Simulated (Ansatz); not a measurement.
LiCl in the CsCl structure, relaxed with r2SCAN in Ansatz 0.2.0. Space group Pm-3m (No. 221), cubic; conventional cell a = 3.271 Å, 17.50 Å³ an atom. Li has 8 Cl at 2.83 Å; Cl has 8 Li at 2.83 Å.

The axes x, y and z are those of this cell:
```yaml
crystal:
  lattice:
    - [3.27112, 0.00000, 0.00000]
    - [0.00000, 3.27112, 0.00000]
    - [0.00000, 0.00000, 3.27112]
  atoms:
    - { symbol: Li, position: [0.00000, 0.00000, 0.00000] }
    - { symbol: Cl, position: [0.50000, 0.50000, 0.50000] }
```

Unstrained: The PBE gap is indirect, 4.420 eV (M to Γ), below the direct gap of 5.190 eV at M. The r2SCAN gap is indirect, 5.250 eV (M to Γ), below the direct gap of 5.817 eV at M. HSE06 gives an indirect gap of 5.680 eV, from M to Γ; the least direct gap is 6.421 eV at M. Meshes: PBE 8×8×8, r2SCAN 8×8×8, HSE06 6×6×6. Strains are changes of length per length. After each strain the atoms were relaxed again with r2SCAN within the symmetry that the strain leaves, so tilts or polar shifts that break it weren't tested; points keep the names that they have in the unstrained zone. Values at 0 K without nuclear motion; spin polarisation is off, and the phase may be a hypothetical one.

**Question.** One strain changed the r2SCAN stress by xx -1.83, yy +0.15, zz +0.15 GPa (compression positive) and the gap by -0.108 eV (PBE), -0.115 eV (r2SCAN), -0.112 eV (HSE06). Which kind of strain was it, and roughly how large?

**Answer.** Uniaxial +1.63 % along x, other directions held. The pattern of the stress gives the kind; the size needs the stiffness, so it is an estimate.

**Question.** Apply uniaxial +5.34 % along [111], other directions held. How far does the gap move, against the unstrained cell?

**Answer.** PBE: the gap goes from 4.420 to 4.251 eV (-0.169 eV). r2SCAN: the gap goes from 5.250 to 5.065 eV (-0.185 eV). HSE06: the gap goes from 5.680 to 5.503 eV (-0.177 eV). The r2SCAN energy rises by 1.2 meV an atom.

The meshes of the hybrids are coarse, so their gaps aren't converged to the digits shown.
